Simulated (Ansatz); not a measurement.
A relaxed 1×1 slab of 6 planes, cut along (100) from a diamond crystal of one element, has a cell area of 6.31 Å² and a bulk spacing of 0.888 Å between its first planes. All-electron LAPW in Ansatz 0.2.0 (PBEsol, scalar-relativistic, no spin polarisation) gives γ = 8.84 J/m², Φ = 7.21 eV and a change of the outer spacing of -12.8 %. The diamond structure needn't be the element's own.

**Question.** Which element is it?

**Answer.** C. This is the case that was computed; others weren't tested.
